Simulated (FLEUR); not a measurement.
Pd:

```xyz
2
Lattice="2.7837 0.0000 0.0000 -1.3918 2.4107 0.0000 0.0000 0.0000 4.6289" Properties=species:S:1:pos:R:3 pbc="T T T"
Pd    0.0000    1.6071    1.1572
Pd    1.3918    0.8036    3.4717
```

This isn't the form of Pd at room conditions, which is fcc.

```yaml
Program: FLEUR MaX-R8.1 (later development tree)
Task: single point
Functional: PBEsol
Potentials_or_basis: all-electron
Basis: FLAPW
Kmax: 4.15 1/bohr
k_mesh: 11 × 11 × 6
Occupations: fermi-dirac, width 0.05 eV
Spin: no spin polarisation
Gmax: 12.9 1/bohr
Muffin-tin_radii: Pd 2.36 bohr
lmax: Pd 10
lnonsphr: Pd 10
Local_orbitals_a_species: Pd 5
Max_iterations: 60
Mixing_factor: 0.05
Mixer: Anderson
Mixer_history: 15
```

On this cell: largest force under 0.003 eV/Å; band gap on the k mesh none (metal or under the smearing width).

The same run follows on a disturbed copy (atoms moved at random, drawn with an rms of 0.05 Å):

```
Pd
1.0
     2.78367    0.00000    0.00000
    -1.39183    2.41072    0.00000
     0.00000    0.00000    4.62889
Pd
2
Direct
  0.32850 0.69168 0.24099
  0.66929 0.34399 0.75873
```

Question: What changes?

Answer: The energy (extrapolated to zero smearing) moves by +13.0 meV/atom; largest force 0.604 eV/Å; band gap on the k mesh none (metal or under the smearing width).

Forces in eV/Å, atoms in the order of the input:
```
Pd   0.032 -0.032  0.602
Pd  -0.032  0.032 -0.602
```
